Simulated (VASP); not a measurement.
# CuAu: single point with PBE

Crystal: CuAu.

```xyz
2
Lattice="2.8549 0.0000 0.0000 0.0000 2.8549 0.0000 0.0000 0.0000 3.7420" Properties=species:S:1:pos:R:3 pbc="T T T"
Cu    1.4275    1.4275    1.8710
Au    0.0000    0.0000    0.0000
```

The cell isn't the ideal one: volume scaled by 1.06.

| Property | Result |
| --- | --- |
| Program | VASP 6.6.1 |
| Task | single point |
| Functional | PBE |
| Potentials or basis | VASP PAW PBE potentials, release 64 (Cu, Au) |
| Cutoff | 520 eV |
| k mesh | 13 × 13 × 10 |
| Occupations | fermi-dirac, width 0.05 eV |
| Spin | no spin polarisation |
| Dipole correction | no |
| Further INCAR settings | ALGO = Fast; EDIFF = 1e-07; NBANDS = 18 |

```yaml
Pressure: -2.1 GPa
Band_gap_on_the_k_mesh: none (metal or under the smearing width)
```

Stress tensor (GPa, compression positive):
```
-2.23  0.00  0.00
 0.00 -2.23  0.00
 0.00  0.00 -1.91
```

Levels at points of the mesh, in eV from the Fermi level:
| k point | band 7 | band 8 | band 9 | band 10 | band 11 | band 12 | band 13 | band 14 | band 15 | band 16 |
| --- | --- | --- | --- | --- | --- | --- | --- | --- | --- | --- |
| (0.00, 0.00, 0.00) | -2.71 | -2.09 | -1.68 | -1.48 | -1.48 | 2.12 | 7.57 | 9.79 | 9.79 | 16.23 |
| (0.00, 0.00, 0.50) | -3.05 | -2.75 | -2.25 | -2.23 | -2.23 | -1.92 | 14.12 | 14.19 | 14.19 | 14.69 |

Run time: 50 s on 1 thread of Intel(R) Xeon(R) Platinum 8375C CPU @ 2.90GHz (Ice Lake), with other jobs on the host, peak memory 0.22 GiB.

Spin-orbit coupling is left out, which matters for the levels of Au.
